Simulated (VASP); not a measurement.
A run of VASP 6.6.1:

File INCAR:

```
SYSTEM = In2O3
  PREC = Accurate
  ENCUT = 520
  EDIFF = 1E-8
  ISMEAR = 0
  SIGMA = 0.02
  LREAL = .FALSE.
  LASPH = .TRUE.
  NELM = 80
  ALGO = Normal
  ISIF = 2
  LWAVE = .FALSE.
  LCHARG = .FALSE.
  GGA = PS
  LEPSILON = .TRUE.
```

Contents of KPOINTS:

```
regular mesh
0
G
  5 5 5
  0 0 0
```

File POSCAR:

```
In2O3
1.0
    2.7435000000      1.5839604635      4.8366666667
   -2.7435000000      1.5839604635      4.8366666667
    0.0000000000     -3.1679209270      4.8366666667
In O
4 6
Direct
    0.8573100000      0.8573100000      0.8573100000
    0.6426900000      0.6426900000      0.6426900000
    0.1426900000      0.1426900000      0.1426900000
    0.3573100000      0.3573100000      0.3573100000
    0.0480000000      0.7500000000      0.4520000000
    0.7500000000      0.4520000000      0.0480000000
    0.4520000000      0.0480000000      0.7500000000
    0.9520000000      0.2500000000      0.5480000000
    0.2500000000      0.5480000000      0.9520000000
    0.5480000000      0.9520000000      0.2500000000
```

Potentials or basis: VASP PAW PBE potentials, release 64 (In_d, O).

The run is started by

```sh
$ cat potpaw_PBE.64/In_d/POTCAR potpaw_PBE.64/O/POTCAR > POTCAR
$ mpirun -np 1 vasp_std > vasp.out
```

Hardware: 1 thread of AMD EPYC 9R14 (Zen 4) (shared host).

Problem. How long does it take, and how much memory?

Solution. Wall time 36 min on 1 thread of AMD EPYC 9R14 (Zen 4), on a shared host, peak memory 0.73 GiB. Counts: scf iterations 161, k points 19.
